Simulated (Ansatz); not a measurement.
Crystal: ZrS2.

```xyz
3
Lattice="3.6914 0.0000 0.0000 -1.8457 3.1968 0.0000 0.0000 0.0000 6.0411" Properties=species:S:1:pos:R:3 pbc="T T T"
Zr    0.0000    0.0000    0.0000
S     0.0000    2.1312    1.4372
S     1.8457    1.0656    4.6038
```

The cell is a database's computed one.

Below is the output of Ansatz 0.2.0 for this cell. Logs are shortened: lines on timing, memory, paths and dates and some standing lists are left out, and cuts for length are marked.

```text
Warning: RAYON_NUM_THREADS=2 ignored (pool sized by the plan → 2); use --threads N
Engine: ansatz 0.2.0, x86_64-unknown-linux-gnu
Pseudopotentials: kind: paw
Pseudopotential: Zr, paw, valence charge 12, recommended cutoff 420 eV (normal), Zr.paw.azcp
Pseudopotential: S, paw, valence charge 6, recommended cutoff 420 eV (normal), S.paw.azcp
Functional definition: SPW92
  exchange = slater_x
  correlation = pw_c
Crystal: 3 atoms, lattice volume = 71.289 Å³
Basis set: ecut = 420 eV, 1389 PW (Γ)
Bands: 16, of which v1, the nominal top of the filled ones, is band 12 counted from 1 (11 counted from 0)
Symmetry: 12 space group operations
Space group: P-3m1 (ITA 164), of the structure as read, at distance tolerance 4.1e-5 Å
k-points: 24 of 144
Non-local potential: Zr, projectors of the file, l = 0: 3, l = 1: 2, l = 2: 2, l = 3: 2
Non-local potential: S, projectors of the file, l = 0: 2, l = 1: 2, l = 2: 2
PAW form: soft (Blöchl's): semilocal exchange-correlation on the pseudo side does not see the compensation charge
PAW frozen core: Zr, regenerated for the run's functional, and the local potential with it (the file was generated under x = pbe(κ = 0.804, μ = 0.2195149727645171), c = pbe(β = 0.06672455060314922))
PAW frozen core: S, regenerated for the run's functional, and the local potential with it (the file was generated under x = pbe(κ = 0.804, μ = 0.2195149727645171), c = pbe(β = 0.06672455060314922))
PAW one-centre angular grid: Zr, 590 points (default); XC on 64 Gauss nodes
PAW one-centre angular grid: S, 110 points (default); XC on 64 Gauss nodes
Initial density: superposition of atomic densities (neutral atoms: chi_scale 0, normalization atom), corrected by the library's trained network
Initial wavefunctions: pseudopotential atomic-orbital guess
Functional: x = slater, c = lda
SCF iter   1: F=—  HF=-5821.189974 eV  |F-HF|=—  |Δ(HF+E_count)|=         —  Δρ=6.45e-3  dr2=4.63e-2  ethr=1.77e-3  ⟨swp⟩=4.6  Hψ=1870  notcnv=0  defer=28
[... 356 lines left out ...]
  k-point 1: bands = ["-42.6045", "-20.7280", "-20.5821", "-20.5821", "-6.3198", "-5.0476", "2.2885", "3.3105", "3.3105", "5.3932", "6.0591", "6.0591", "7.6552", "7.6552", "8.8212", "11.4620"]
  k-point 2: bands = ["-42.6045", "-20.7282", "-20.5821", "-20.5821", "-6.2263", "-5.1904", "2.8117", "3.3226", "3.3226", "4.5978", "6.0150", "6.0150", "7.6422", "7.6422", "8.9251", "11.6086"]
  k-point 23: bands = ["-42.5840", "-20.7599", "-20.7599", "-20.6644", "-5.1131", "-5.1131", "2.7207", "2.7207", "3.0681", "4.3590", "4.4608", "4.4608", "8.3314", "9.0979", "9.0979", "11.6959"]
--- Elastic constants: 3 strain directions × 2 members + reference (group order 12) ---
  dense FFT box of the reference and of every strained cell: 25×25×45
  strains applied: 11, 33, 23; error gains: componentwise 1.00 (the most a stress slope's error grows in a printed constant), spectral 1.41 (1 for all six strains in a standard setting)
  reference relaxed by the batch: 5 steps; max|allowed force component| 3.08e-1 eV/Å at the deck's positions, 4.11e-8 at the last accepted step, 6.35e-8 by the solve of record
  largest displacement 2.9e-2 Å; the constants are those of the deck's cell at these positions:
  atoms:
    - { symbol: Zr, position: [-2.3940959829452717e-35, -4.183678536104365e-37, 0.0] }
    - { symbol: S, position: [0.3333333333333333, 0.6666666666666666, 0.23305694534582366] }
    - { symbol: S, position: [0.6666666666666666, 0.3333333333333333, 0.7669430546541761] }
  C = ∂σ_k/∂η_j (tension-positive GPa; Voigt order 11 22 33 23 13 12):
       115.940     15.743     -5.001     -0.081      0.000      0.000
        15.743    115.940     -5.001      0.081      0.000      0.000
        -2.663     -2.663      2.526     -0.000      0.000      0.000
        -0.085      0.085      0.000      3.439      0.000      0.000
         0.000      0.000      0.000      0.000      3.439     -0.085
         0.000      0.000      0.000      0.000     -0.081     50.099
  reference stress σ⁰ (GPa):      3.780      3.780      1.440     -0.000     -0.000      0.000
  C* (energy form; C + prestress term) asymmetry max|C*_kj − C*_jk| = 4.002e-3 GPa — a small one proves nothing (zero by symmetry where the batch's group is 432, −43m or m−3m); a large one is finite-difference/SCF noise where every solve meets its electron count
  moduli (Voigt/Reuss/Hill, GPa): K = 27.84/1.99/14.92   G = 26.48/4.27/15.37   E = 34.33   ν = 0.116
  mechanically stable: yes (min eigenvalue of sym C = 2.30 GPa)
  strain η (Voigt 11):  stress-route row diagonal C_11 = 115.94 GPa, energy-path curvature d²(F+E_count+ΔE)/dδ²/Ω₀ = 115.88 GPa
         δ    σ_11 (GPa)             F (eV)   n_scf  n_hpsi   n_pw
    -2.000e-3       3.5469       -5821.1934172       2    6902   1412   relax 4 steps, max|allowed force component| 1.04e-5 eV/Å
     2.000e-3       4.0106       -5821.1866903       2    6925   1416   relax 3 steps, max|allowed force component| 9.70e-7 eV/Å
  strain η (Voigt 33):  stress-route row diagonal C_33 = 2.53 GPa, energy-path curvature d²(F+E_count+ΔE)/dδ²/Ω₀ = 2.56 GPa
         δ    σ_33 (GPa)             F (eV)   n_scf  n_hpsi   n_pw
    -2.000e-3       1.4343       -5821.1914371       2    3517   1406   relax 2 steps, max|allowed force component| 3.42e-5 eV/Å
     2.000e-3       1.4444       -5821.1888701       2    3517   1420   relax 3 steps, max|allowed force component| 1.05e-7 eV/Å
  strain η (Voigt 23):  stress-route row diagonal C_44 = 3.44 GPa, energy-path curvature d²(F+E_count+ΔE)/dδ²/Ω₀ = 2.14 GPa
         δ    σ_23 (GPa)             F (eV)   n_scf  n_hpsi   n_pw
    -2.000e-3      -0.0069       -5821.1901533       2    6911   1416   relax 3 steps, max|allowed force component| 3.27e-5 eV/Å
     2.000e-3       0.0069       -5821.1901547       2    6916   1416   relax 4 steps, max|allowed force component| 6.21e-8 eV/Å
```

Task: Write the input and the command behind it.

Result: Elastic constants with LDA, no spin polarisation. The files as run (others can give the same):

input.yaml
```yaml
crystal:
  lattice:
    - [3.6913825498, 0.0, 0.0]
    - [-1.8456912749, 3.1968310632, 0.0]
    - [0.0, 0.0, 6.04107701]
  atoms:
    - { symbol: Zr, position: [0.0, 0.0, 0.0] }
    - { symbol: S, position: [0.3333333333, 0.6666666667, 0.23790997] }
    - { symbol: S, position: [0.6666666667, 0.3333333333, 0.76209003] }
hamiltonian:
  xc: lda
  pseudopotentials: { kind: paw }
kpoints:
  mp_grid: { grid: [6, 6, 4] }
scf:
  occupations: { method: fixed }
output:
  forces: true
  stress: true
elastic:
  mode: relaxed_ion
  stencil: two_point
```

Potentials or basis: Ansatz PAW.
Run with:
```console
$ ansatz run input.yaml --threads 2 --pin off --max-ram 5632MiB --backend cpu --events-out ev --progress --plain --runs-dir out
```

Caveat: the cell is more than 3 GPa from zero pressure, which shifts response properties; the PAW data sets come from PBE, with cores solved anew for the run's functional, which leaves a small shift of forces and pressure.
